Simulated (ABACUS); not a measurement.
## Pb: equation of state with BP86

Pb:

```
Pb
1.0
     0.00000    2.47502    2.47502
     2.47502    0.00000    2.47502
     2.47502    2.47502    0.00000
Pb
1
Direct
  0.00000 0.00000 0.00000
```

```yaml
Program: ABACUS 3.10.1
Task: equation of state
Functional: BP86
Potentials_or_basis: PseudoDojo NC SR 0.4.1 PBE standard
Cutoff: 857 eV
Density_cutoff: 3429 eV
Basis: plane waves
k_mesh: 7 × 7 × 7
Occupations: fermi-dirac, width 0.05 eV
Spin: no spin polarisation
Radial_cutoff_of_the_potentials_pseudo_rcut: 10 bohr
SCF_threshold_on_the_density: 1e-08
Max_SCF_steps: 100
Eigensolver: dav
Mixing: broyden
Mixing_share: 0.7
Symmetry_key: 1
Bands: 11
```

```json
{
  "Equilibrium volume": "32.50 Å³/atom (rough: see the caveat)",
  "Bulk modulus": "40 GPa (rough)"
}
```

Energy against volume, from the lowest point:
```tsv
volume (Å³/atom)	energy (meV/atom)
28.503	77.79
29.716	34.59
30.929	9.86
32.142	0.00
```

All runs of the series together: 7.2 s on 4 threads of Intel(R) Xeon(R) Platinum 8488C (Sapphire Rapids) (shared host).

Caveat: the minimum lies outside the volumes run; the potentials were made for another functional, which shifts forces and pressure. Spin-orbit coupling is left out, which matters for the levels of Pb.
